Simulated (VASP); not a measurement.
# CdTe (I-4m2) in VASP: notebook

Aim: see how the results for CdTe move with the level of theory and the settings. Levels: HSE06, PBE, r2SCAN. Tasks: single point.

Everything below comes from runs of VASP 6.6.1. Logs are shortened: lines on timing, memory, paths and dates and some standing lists are left out, and cuts for length are marked.

## (1) The cell of the first run

The structure is tetragonal, space group I-4m2 (No. 119). Conventional cell: a = 4.484 Å, b = 4.484 Å, c = 6.560 Å, α = 90.00°, β = 90.00°, γ = 90.00°. Cd (site symmetry -4m2) is surrounded by 4 Te at 2.78 Å. Around Te (site symmetry -4m2) lie 4 Cd at 2.78 Å.

The cell was built by a generator and needn't be a form met in nature.

## (2) Single point, HSE06 (biaxial_xy strain -3.3%)

The input, POSCAR:

```
CdTe
1.0
    0.0000000000      3.1704046149      3.2799551157
    3.1704046149      0.0000000000      3.2799551157
    3.1704046149      3.1704046149      0.0000000000
Cd Te
1 1
Direct
    0.0000000000      0.0000000000      0.0000000000
    0.2500000000      0.2500000000      0.2500000000
```

The input, INCAR.step1:

```
PREC = Accurate
ENCUT = 520
EDIFF = 1E-5
ISMEAR = 0
SIGMA = 0.01
LREAL = False
LASPH = True
NELM = 100
ALGO = Normal
ISIF = 2
LWAVE = True
GGA = PE
NBANDS = 16
```

The input, INCAR.step2:

```
PREC = Accurate
ENCUT = 520
EDIFF = 1E-6
ISMEAR = 0
SIGMA = 0.01
LREAL = False
LASPH = True
NELM = 100
ALGO = Normal
ISIF = 2
LWAVE = False
LCHARG = True
GGA = PE
LHFCALC = True
HFSCREEN = 0.2079
PRECFOCK = Normal
LELF = True
LVHAR = True
ISTART = 1
NBANDS = 16
```

The input, KPOINTS:

```
regular mesh
0
Gamma
  4 4 4
```

Potentials or basis: VASP PAW PBE potentials, release 64 (Cd, Te).

The run is started by

```
> cat potpaw_PBE.64/Cd/POTCAR potpaw_PBE.64/Te/POTCAR > POTCAR
> cp INCAR.step1 INCAR
> mpirun -np 1 vasp_std > vasp.out
> cp INCAR.step2 INCAR
> mpirun -np 1 vasp_std > vasp.out
```

OUTCAR:

```text
PREC = Accurate
   ENCUT = 520
   EDIFF = 1E-6
   ISMEAR = 0
   LREAL = False
   LASPH = True
   NELM = 100
   ISIF = 2
   GGA = PE
   LHFCALC = True
   HFSCREEN = 0.2079
   PRECFOCK = Normal
   ISTART = 1

 ion  position               nearest neighbor table
   1  0.000  0.000  0.000-   2 2.78   2 2.78   2 2.78   2 2.78
   2  0.250  0.250  0.250-   1 2.78   1 2.78   1 2.78   1 2.78

  LATTYP: Found a body centered tetragonal cell.
 ALAT       =     4.4836292046
 C/A-ratio  =     1.4630804494

  Lattice vectors:

 A1 = (  -3.1704046149,   0.0000000000,   3.2799551157)
 A2 = (   3.1704046149,   0.0000000000,   3.2799551157)
 A3 = (   0.0000000000,   3.1704046149,  -3.2799551157)

Analysis of symmetry for initial positions (statically):
=====================================================================
 Subroutine PRICEL returns:
 Original cell was already a primitive cell.

 Routine SETGRP: Setting up the symmetry group for a
 body centered tetragonal supercell.

 Subroutine GETGRP returns: Found  8 space group operations
 (whereof  8 operations were pure point group operations)
 out of a pool of 16 trial point group operations.

The static configuration has the point symmetry D_2d.

Analysis of symmetry for dynamics (positions and initial velocities):
=====================================================================
 Subroutine PRICEL returns:
 Original cell was already a primitive cell.

 Routine SETGRP: Setting up the symmetry group for a
 body centered tetragonal supercell.

 Subroutine GETGRP returns: Found  8 space group operations
 (whereof  8 operations were pure point group operations)
 out of a pool of 16 trial point group operations.

The dynamic configuration has the point symmetry D_2d.

 Subroutine INISYM returns: Found  8 space group operations
 (whereof  8 operations are pure point group operations),
 and found     1 'primitive' translations

----------------------------------------------------------------------------------------

                                     Primitive cell

  volume of cell :      65.9367

  direct lattice vectors                    reciprocal lattice vectors
     0.000000000  3.170404615  3.279955116    -0.157708577  0.157708577  0.152441110
     3.170404615  0.000000000  3.279955116     0.157708577 -0.157708577  0.152441110
     3.170404615  3.170404615  0.000000000     0.157708577  0.157708577 -0.152441110

  length of vectors
[... 79 lines left out ...]
   TEBEG  =    0.0;   TEEND  =   0.0 temperature during run
   PSTRESS=    0.0 pullay stress
   NELECT =      18.0000    total number of electrons
   NUPDOWN=      -1.0000    fix difference up-down
   EMIN   =  10.00;   EMAX   =-10.00  energy-range for DOS
   EFERMI =   0.00;   METHOD = LEGACY
   ISMEAR =     0;   SIGMA  =   0.01  broadening in eV -4-tet -1-fermi 0-gaus
   EFERMI_NEDOS =   21; number of points for ismear=-14 and -15
   IALGO  =     38    algorithm
   IMIX   =      1    mixing-type and parameters
     AMIX     =   0.40;   BMIX     =  1.00
     AMIX_MAG =   1.60;   BMIX_MAG =  1.00
  volume/ion in A,a.u.               =      32.97       222.48
  Fermi-wavevector in a.u.,A,eV,Ry     =   1.061997  2.006883 15.345159  1.127837
  Thomas-Fermi vector in A             =   2.197432
   LORBIT       =      0    0 simple, 1 ext, 2 COOP (PROOUT), +10 PAW based schemes
   GGA     = PE    functional components
   LHFCALC =     T    Hartree Fock is set to
   PRECFOCK=normal    Normal, Fast or Accurate (Low or Medium for compatibility)
   ENCUT4O =  -1.0   cutoff for four orbital integrals eV
   NKREDX  =     1    reduce k-point grid by
   NKREDY  =     1    reduce k-point grid by
   NKREDZ  =     1    reduce k-point grid by
   AEXX    =    0.2500 exact exchange contribution
   HFSCREEN=    0.2079 screening length (either q_TF or 0.3 A-1)
   HFSCREENC=   0.2079 screening length for correlation (either q_TF or 0.3 A-1)
   ENCUTFOCK=  -1.0 apply spherical cutoff to Coloumb kernel
   IVDW    =     0    specifies the selected vdW correction
   LEPSILON=     F    determine dielectric tensor
   LRPA    =     F    only Hartree local field effects (RPA)
 non-spin polarized calculation
 Gauss-broadening in eV      SIGMA  =   0.01
  energy-cutoff  :      520.00
  volume of cell :       65.94
 maximum number of plane-waves:      1801
 NGX is ok and might be reduce to    36
  NGX = 28; NGY = 28; NGZ = 28

 number of electron      17.9999997 magnetization

 Free energy of the ion-electron system (eV)
  ---------------------------------------------------
  ext. energy  EPLUGINS =         0.00000000
  ---------------------------------------------------
  free energy    TOTEN  =        -5.94044944 eV

  energy without entropy =       -5.94044944  energy(sigma->0) =       -5.94044944

 E-fermi :   2.2336     XC(G=0):  -7.2703

 val. band max:        2.1811739760   @ k =   0.0000   0.0000   0.0000
 cond. band min:       3.8039882839   @ k =   0.0000   0.0000   0.0000
 fundamental gap:      1.6228143078
 Fermi energy:         2.2336250522

 k-point     1 :       0.0000    0.0000    0.0000
  band No.  band energies     occupation
      1     -10.1871      2.00000
      2      -7.5685      2.00000
      3      -7.5598      2.00000
      4      -7.5598      2.00000
      5      -7.2773      2.00000
      6      -7.2734      2.00000
[... 224 lines left out ...]
      3      -7.4128      2.00000
      4      -7.3106      2.00000
      5      -7.2765      2.00000
      6      -6.4908      2.00000
[... 8 lines left out ...]
     15      14.8349      0.00000
     16      14.8652      0.00000

------------------------ aborting loop because EDIFF is reached ----------------------------------------

  FORCE on cell =-STRESS in cart. coord.  units (eV):
  Direction    XX          YY          ZZ          XY          YZ          ZX
  --------------------------------------------------------------------------------------
  -------------------------------------------------------------------------------------
  Total        1.4857778      1.4857778      1.2457020      0.0000000      0.0000000      0.0000000
  in kB       36.1024910     36.1024910     30.2689578      0.0000000      0.0000000      0.0000000
  external PRESSURE =      34.1579799 kB  Pullay stress =       0.0000000 kB

 VOLUME and BASIS-vectors are now :
 -----------------------------------------------------------------------------
  energy-cutoff  :      520.00
  volume of cell :       65.94
      direct lattice vectors                 reciprocal lattice vectors
     0.000000000  3.170404615  3.279955116    -0.157708577  0.157708577  0.152441110
     3.170404615  0.000000000  3.279955116     0.157708577 -0.157708577  0.152441110
     3.170404615  3.170404615  0.000000000     0.157708577  0.157708577 -0.152441110

 POSITION                                       TOTAL-FORCE (eV/Angst)
 -----------------------------------------------------------------------------------
      0.00000      0.00000      0.00000         0.000000      0.000000      0.000000
      1.58520      1.58520      1.63998        -0.000000     -0.000000     -0.000000
 -----------------------------------------------------------------------------------
    total drift:                               -0.000000     -0.000000      0.000016

  FREE ENERGIE OF THE ION-ELECTRON SYSTEM (eV)
  ---------------------------------------------------
  free  energy   TOTEN  =        -5.9404494439 eV

  energy  without entropy=       -5.9404494439  energy(sigma->0) =       -5.94044944
```

OUTCAR.step1:

```text
PREC = Accurate
   ENCUT = 520
   EDIFF = 1E-5
   ISMEAR = 0
   LREAL = False
[... 458 lines left out ...]
      0.00000      0.00000      0.00000         0.000000      0.000000      0.000000
      1.58520      1.58520      1.63998        -0.000000     -0.000000      0.000000
 -----------------------------------------------------------------------------------
    total drift:                               -0.000000     -0.000000     -0.000001

  FREE ENERGIE OF THE ION-ELECTRON SYSTEM (eV)
  ---------------------------------------------------
  free  energy   TOTEN  =        -4.6614072952 eV

  energy  without entropy=       -4.6614072952  energy(sigma->0) =       -4.66140730
```

OSZICAR.step1:

```text
N       E                     dE             d eps       ncg     rms          rms(c)
DAV:   1     0.103758409644E+03    0.10376E+03   -0.83752E+03   416   0.976E+02
DAV:   2    -0.128103955387E+01   -0.10504E+03   -0.10012E+03   480   0.240E+02
DAV:   3    -0.487073973689E+01   -0.35897E+01   -0.35828E+01   560   0.467E+01
DAV:   4    -0.490423567500E+01   -0.33496E-01   -0.33495E-01   592   0.379E+00
DAV:   5    -0.490430894250E+01   -0.73268E-04   -0.73267E-04   576   0.180E-01    0.595E+00
DAV:   6    -0.467757309660E+01    0.22674E+00   -0.38709E-01   496   0.762E+00    0.483E+00
DAV:   7    -0.465978521549E+01    0.17788E-01   -0.12321E-01   448   0.227E+00    0.181E+00
DAV:   8    -0.466089185546E+01   -0.11066E-02   -0.12385E-02   496   0.127E+00    0.533E-01
DAV:   9    -0.466127597703E+01   -0.38412E-03   -0.93233E-04   480   0.323E-01    0.136E-01
DAV:  10    -0.466136385296E+01   -0.87876E-04   -0.13227E-04   520   0.985E-02    0.554E-02
DAV:  11    -0.466140851206E+01   -0.44659E-04   -0.79952E-05   480   0.585E-02    0.328E-02
DAV:  12    -0.466140729525E+01    0.12168E-05   -0.31875E-06   408   0.161E-02
   1 F= -.46614073E+01 E0= -.46614073E+01  d E =-.234273E-33
```

Wall time 19 min (1 thread of Intel Xeon Platinum 8259CL at 2.50GHz (Skylake/Cascade Lake), shared host); peak memory 0.32 GiB.

What came out:

| Property | Result |
| --- | --- |
| Free energy | -5.9404 eV |
| Pressure | 3.4 GPa |
| Band gap on the k mesh | 1.62 eV, direct |

Levels at points of the mesh, in eV from the valence-band top:
| k point | band 7 | band 8 | band 9 | band 10 | band 11 | band 12 |
| --- | --- | --- | --- | --- | --- | --- |
| (0.00, 0.00, 0.00) | -0.13 | 0.00 | 0.00 | 1.62 | 5.41 | 5.41 |
| (0.50, 0.00, 0.00) | -4.98 | -1.02 | -0.83 | 2.60 | 5.90 | 6.12 |
| (0.50, 0.50, 0.00) | -4.93 | -2.05 | -2.05 | 3.25 | 3.60 | 9.96 |
| (0.50, 0.00, 0.50) | -4.75 | -2.24 | -2.18 | 3.11 | 3.33 | 10.22 |

Caveat: the k mesh is coarse (spacing up to 0.42 Å⁻¹), so the values aren't converged, least of all with exact exchange; the PAW data sets were made with another functional, which shifts forces and pressure a little; spin-orbit coupling is left out, which moves the levels of the heavy elements.

## (3) Single point, PBE (uniaxial_x strain +2.3%)

The input, INCAR:

```
PREC = Accurate
ENCUT = 520
EDIFF = 1E-6
ISMEAR = -1
SIGMA = 0.02
LREAL = F
LASPH = T
NELM = 100
ALGO = Normal
ISIF = 2
LWAVE = F
LCHARG = F
GGA = PE
NBANDS = 16
```

The input, KPOINTS:

```
regular mesh
0
Gamma
  6 6 6
```

The input, POSCAR:

```
CdTe
1.0
    0.0000000000      3.2799551157      3.2799551157
    3.3553940834      0.0000000000      3.2799551157
    3.3553940834      3.2799551157      0.0000000000
Cd Te
1 1
Direct
    0.0000000000      0.0000000000      0.0000000000
    0.2500000000      0.2500000000      0.2500000000
```

Potentials or basis: VASP PAW PBE potentials, release 64 (Cd, Te).

The run is started by

```
> cat potpaw_PBE.64/Cd/POTCAR potpaw_PBE.64/Te/POTCAR > POTCAR
> mpirun -np 1 vasp_std > vasp.out
```

Wall time 26 s (1 thread of Intel Xeon Platinum 8259CL at 2.50GHz (Skylake/Cascade Lake), shared host); peak memory 0.22 GiB.

It converged, with:

```
Free energy            : -4.8054 eV
Pressure               : 0.3 GPa
Band gap on the k mesh : 0.57 eV, direct
```

Stress tensor (GPa, compression positive):
```
0.00 0.00 0.00
0.00 0.39 0.00
0.00 0.00 0.39
```

Levels at points of the mesh, in eV from the valence-band top:
| k point | band 6 | band 7 | band 8 | band 9 | band 10 | band 11 | band 12 | band 13 |
| --- | --- | --- | --- | --- | --- | --- | --- | --- |
| (0.00, 0.00, 0.00) | -7.91 | -0.07 | 0.00 | 0.00 | 0.57 | 4.61 | 4.61 | 4.62 |
| (0.50, 0.00, 0.00) | -7.60 | -4.12 | -0.77 | -0.66 | 1.73 | 5.12 | 5.24 | 6.99 |
| (0.50, 0.50, 0.00) | -7.47 | -4.02 | -1.74 | -1.71 | 2.59 | 2.68 | 8.55 | 8.72 |
| (0.00, 0.50, 0.50) | -7.50 | -4.12 | -1.63 | -1.63 | 2.75 | 2.76 | 8.40 | 8.81 |

Caveat: spin-orbit coupling is left out, which moves the levels of the heavy elements.

## (4) Single point, HSE06 (hydrostatic strain +1.0%)

The input, POSCAR:

```
CdTe
1.0
    0.0000000000      3.3137386534      3.3137386534
    3.3137386534      0.0000000000      3.3137386534
    3.3137386534      3.3137386534      0.0000000000
Cd Te
1 1
Direct
    0.0000000000      0.0000000000      0.0000000000
    0.2500000000      0.2500000000      0.2500000000
```

The input, INCAR.step1:

```
PREC     = Accurate       # precision mode
ENCUT    = 520            # plane-wave cutoff, eV
EDIFF    = 1E-5           # SCF threshold, eV
ISMEAR   = 0              # smearing method
SIGMA    = 0.01           # smearing width, eV
LREAL    = F              # projectors in reciprocal space
LASPH    = T              # aspherical terms in the spheres
NELM     = 100            # most SCF steps
ALGO     = Normal         # electronic algorithm
ISIF     = 2              # what is computed and relaxed
LWAVE    = T              # write WAVECAR
LCHARG   = F              # write CHGCAR
GGA      = PE             # functional
NBANDS   = 16             # bands
```

The input, INCAR.step2:

```
PREC     = Accurate       # precision mode
ENCUT    = 520            # plane-wave cutoff, eV
EDIFF    = 1E-6           # SCF threshold, eV
ISMEAR   = 0              # smearing method
SIGMA    = 0.01           # smearing width, eV
LREAL    = F              # projectors in reciprocal space
LASPH    = T              # aspherical terms in the spheres
NELM     = 100            # most SCF steps
ALGO     = Normal         # electronic algorithm
ISIF     = 2              # what is computed and relaxed
LWAVE    = F              # write WAVECAR
LCHARG   = F              # write CHGCAR
GGA      = PE             # functional
LHFCALC  = T              # exact exchange
HFSCREEN = 0.2079         # screening, 1/A
PRECFOCK = Normal       
ISTART   = 1            
NBANDS   = 16             # bands
```

The input, KPOINTS:

```
Automatic mesh
0
Gamma
  4 4 4
```

The run is started by

```
> cat potpaw_PBE.64/Cd/POTCAR potpaw_PBE.64/Te/POTCAR > POTCAR
> cp INCAR.step1 INCAR
> mpirun -np 1 vasp_std > vasp.out
> cp INCAR.step2 INCAR
> mpirun -np 1 vasp_std > vasp.out
```

Wall time 11 min (1 thread of Intel Xeon Platinum 8259CL at 2.50GHz (Skylake/Cascade Lake), shared host); peak memory 0.32 GiB.

It converged, with:

```
Free energy            : -5.9894 eV
Pressure               : -1.0 GPa
Band gap on the k mesh : 1.34 eV, direct
```

Levels at points of the mesh, in eV from the valence-band top:
| k point | band 6 | band 7 | band 8 | band 9 | band 10 | band 11 | band 12 | band 13 |
| --- | --- | --- | --- | --- | --- | --- | --- | --- |
| (0.00, 0.00, 0.00) | -9.20 | 0.00 | 0.00 | 0.00 | 1.34 | 5.50 | 5.50 | 5.50 |
| (0.50, 0.00, 0.00) | -8.81 | -4.34 | -0.73 | -0.73 | 2.54 | 6.06 | 6.06 | 7.90 |
| (0.50, 0.50, 0.00) | -8.64 | -4.26 | -1.77 | -1.77 | 3.41 | 3.47 | 9.59 | 10.00 |

Caveat: the PAW data sets were made with another functional, which shifts forces and pressure a little; spin-orbit coupling is left out, which moves the levels of the heavy elements.

## (5) Single point, r2SCAN (biaxial_xy strain -3.3%)

The input, POSCAR:

```
CdTe
1.0
    0.0000000000      3.1704046149      3.2799551157
    3.1704046149      0.0000000000      3.2799551157
    3.1704046149      3.1704046149      0.0000000000
Cd Te
1 1
Direct
    0.0000000000      0.0000000000      0.0000000000
    0.2500000000      0.2500000000      0.2500000000
```

The input, INCAR.step1:

```
PREC     = Accurate       # precision mode
ENCUT    = 520            # plane-wave cutoff, eV
ISMEAR   = 0              # smearing method
SIGMA    = 0.01           # smearing width, eV
LREAL    = False          # projectors in reciprocal space
LASPH    = True           # aspherical terms in the spheres
NELM     = 100            # most SCF steps
NBANDS   = 16             # bands
GGA      = PE             # functional
ALGO     = Normal         # electronic algorithm
EDIFF    = 1E-4           # SCF threshold, eV
LWAVE    = True           # write WAVECAR
LCHARG   = False          # write CHGCAR
```

The input, INCAR.step2:

```
PREC     = Accurate       # precision mode
ENCUT    = 520            # plane-wave cutoff, eV
EDIFF    = 1E-7           # SCF threshold, eV
ISMEAR   = 0              # smearing method
SIGMA    = 0.01           # smearing width, eV
LREAL    = False          # projectors in reciprocal space
LASPH    = True           # aspherical terms in the spheres
NELM     = 100            # most SCF steps
ALGO     = Normal         # electronic algorithm
ISIF     = 2              # what is computed and relaxed
LWAVE    = False          # write WAVECAR
LCHARG   = True           # write CHGCAR
METAGGA  = R2SCAN         # meta-GGA
LMIXTAU  = True         
LELF     = True           # ELF
LVHAR    = True         
NBANDS   = 16             # bands
ISTART   = 1
```

The input, KPOINTS:

```
regular mesh
0
Gamma
  6 6 6
```

The run is started by

```
> cat potpaw_PBE.64/Cd/POTCAR potpaw_PBE.64/Te/POTCAR > POTCAR
> cp INCAR.step1 INCAR
> mpirun -np 1 vasp_std > vasp.out
> cp INCAR.step2 INCAR
> mpirun -np 1 vasp_std > vasp.out
```

Run time: 2.1 min. Hardware: 1 thread of Intel Xeon Platinum 8259CL at 2.50GHz (Skylake/Cascade Lake), shared host; peak memory 0.23 GiB.

Results (log left out):

* Free energy: -46.5929 eV
* Pressure: 3.3 GPa
* Band gap on the k mesh: 1.33 eV, direct

Stress tensor (GPa, compression positive):
```
3.46 0.00 0.00
0.00 3.46 0.00
0.00 0.00 2.92
```

Levels at points of the mesh, in eV from the valence-band top:
| k point | band 5 | band 6 | band 7 | band 8 | band 9 | band 10 | band 11 | band 12 | band 13 | band 14 |
| --- | --- | --- | --- | --- | --- | --- | --- | --- | --- | --- |
| (0.00, 0.00, 0.00) | -8.41 | -8.41 | -0.13 | 0.00 | 0.00 | 1.33 | 4.96 | 4.96 | 4.97 | 7.95 |
| (0.50, 0.00, 0.00) | -8.40 | -8.01 | -4.73 | -0.97 | -0.79 | 2.21 | 5.43 | 5.64 | 7.41 | 9.32 |
| (0.50, 0.50, 0.00) | -8.38 | -7.89 | -4.68 | -1.96 | -1.96 | 2.87 | 3.12 | 9.44 | 9.95 | 9.95 |
| (0.50, 0.00, 0.50) | -8.37 | -7.82 | -4.50 | -2.15 | -2.09 | 2.72 | 2.84 | 9.69 | 9.77 | 10.01 |

Caveat: the PAW data sets were made with another functional, which shifts forces and pressure a little; spin-orbit coupling is left out, which moves the levels of the heavy elements.

## (6) Summary

```tsv
level	cell	k mesh	smearing	exchange at q = 0	grid for exact exchange (PRECFOCK)	screening parameter	mesh quality	gap on the mesh (eV)	pressure (GPa)
HSE06	biaxial_xy strain -3.3%	4 × 4 × 4	gaussian 0.01 eV	truncated	Normal	0.2079 1/A	coarse	1.62	3.4
PBE	uniaxial_x strain +2.3%	6 × 6 × 6	fermi-dirac 0.02 eV	-	-	-	not flagged	0.57	0.3
HSE06	hydrostatic strain +1.0%	4 × 4 × 4	gaussian 0.01 eV	truncated	Normal	0.2079 1/A	not flagged	1.34	-1.0
r2SCAN	biaxial_xy strain -3.3%	6 × 6 × 6	gaussian 0.01 eV	-	-	-	not flagged	1.33	3.3
```

Alike in all rows: task single point; potentials or basis VASP PAW PBE potentials, release 64 (Cd, Te); no spin polarisation; cutoff (eV) 520.

Caveats: some runs use coarse meshes; spin-orbit coupling is left out, which moves the levels of the heavy elements; the PAW data sets were made with another functional, which shifts forces and pressure a little (some runs).

Absolute energies hang on the potentials; compare differences alone.
